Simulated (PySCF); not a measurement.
Species: piperidine, C5H11N.
Atom-mapped SMILES: `[CH2:1]1[CH2:2][CH2:3][NH:4][CH2:5][CH2:6]1`

Geometry (PBE0-D3(BJ)/def2-SVP, Å), atoms numbered from 1 in this order:
```xyz
17
C5H11N angstrom
C      1.0856   -0.7220    0.3480
C     -0.0900   -1.3460   -0.3993
C     -1.3826   -0.5854   -0.1007
N     -1.2943    0.8432   -0.3328
C     -0.1725    1.4526    0.3545
C      1.1706    0.7772    0.0743
H      0.9480   -0.8825    1.4333
H      2.0298   -1.2227    0.0791
H     -0.2017   -2.4109   -0.1346
H      0.1053   -1.3117   -1.4871
H     -1.6519   -0.7398    0.9611
H     -2.2201   -0.9905   -0.6913
H     -1.2251    1.0254   -1.3321
H     -0.1344    2.5225    0.0933
H     -0.3764    1.4082    1.4409
H      1.4436    0.9435   -0.9842
H      1.9671    1.2416    0.6799
```

NICS is the negative of the GIAO shielding at a point without a nucleus: at the ring centre (0) and 1 Å above and below it (1); zz is the component along the ring normal. Level: GIAO CAM-B3LYP/pcSseg-2 (PySCF, non-relativistic, gas phase) on the PBE0-D3(BJ)/def2-SVP geometry, one conformer.

Ring bond lengths (Å): C1–C2 1.526, C2–C3 1.529, C3–N4 1.450, N4–C5 1.450, C5–C6 1.529, C6–C1 1.526.

Q: What do the NICS probes read (ppm)?

A: 
```tsv
ring	type	NICS(0)	NICS(1), two faces	NICS(1)zz, two faces	rms pucker (Å)	centre to ring atoms, mean (Å)
C1–C2–C3–N4–C5–C6	6-membered ring with N; formal bonds all single	-0.7	-1.0 / -1.3	3.9 / 2.9	0.22	1.45
```

Q: What can be read from them?

A: 
- C1–C2–C3–N4–C5–C6: mean NICS(1)zz 3.4 ppm, deshielded. C1, C2, C3, C5, C6 have four or more neighbours, and the NICS criterion for π rings isn't applied.

Q: What is the mean of the two in-plane components of NICS at the second NICS(1) probe listed for ring C1–C2–C3–N4–C5–C6, 1 Å off the ring?

A: The isotropic value is a third of the trace: (3 × -1.3 − (2.9))/2 = -3.4 ppm.

Q: List the ring angles.

A: 
- C1–C2–C3–N4–C5–C6: C1 110.9°, C2 110.6°, C3 114.0°, N4 112.7°, C5 114.0°, C6 110.6°; sum 672.8° against 720° for a flat convex ring.

Q: How do the values depend on the level or the medium?

A: 
```tsv
level	NICS(0), C1–C2–C3–N4–C5–C6	mean NICS(1)zz, C1–C2–C3–N4–C5–C6
CAM-B3LYP/pcSseg-2, gas	-0.7	3.4
PBE0/pcSseg-1, gas	-0.8	3.3
```

The geometry is the same throughout.
